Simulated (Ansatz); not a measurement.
Wanted: the native input for an Ansatz 0.2.0 run.

```
Task                : single point
Functional          : PBE
Potentials or basis : all-electron LAPW, scalar-relativistic
Cutoff              : 279 eV (chosen from the basis error)
Basis error allowed : 0.001 eV/atom
k mesh              : 9 × 9 × 9
Occupations         : gaussian, width 0.1 eV
Spin                : collinear spin, ferromagnetic start
Starting moments    : [2.0, 1.0] μB
```

TiCo:

```
CELL_PARAMETERS angstrom
2.98611 0.00000 0.00000
0.00000 2.98611 0.00000
0.00000 0.00000 2.98611
ATOMIC_POSITIONS crystal
Co 0.50000 0.50000 0.50000
Ti 0.00000 0.00000 0.00000
```

The cell comes from a database or a generator and needn't be the stable form of this composition.

The input as run:

input.yaml

```yaml
crystal:
  lattice:
    - [2.98611099, 0.0, 0.0]
    - [0.0, 2.98611099, 0.0]
    - [0.0, 0.0, 2.98611099]
  atoms:
    - { symbol: Co, position: [0.5, 0.5, 0.5], spin: 2.0 }
    - { symbol: Ti, position: [0.0, 0.0, 0.0], spin: 1.0 }
kpoints:
  mp_grid: { grid: [9, 9, 9] }
scf:
  occupations: { method: gaussian, width: 0.1 }
hamiltonian:
  xc: pbe
  pseudopotentials: { kind: all_electron, lapw: { basis_error: 0.001 } }
magnetization:
  spin_polarized: true
output:
  forces: true
  stress: true
  eigenvalues: true
```

Potentials or basis: all-electron LAPW, scalar-relativistic.

Launch:

```bash
$ ansatz run input.yaml --threads 2 --pin off --max-ram 6144MiB --backend cpu --events-out ev --progress --plain --runs-dir out
```

Results of the run:

The pressure is -0.5 GPa. The band gap on the k mesh is none (metal or under the smearing width). The net moment is 0.84 μB per cell, the absolute moment is 1.07 μB per cell and the site moments are Co +0.94; Ti -0.04 μB.

Run time: 6.8 s on 2 threads of Intel(R) Xeon(R) 6975P-C (Granite Rapids) (shared host), peak memory 0.46 GiB.
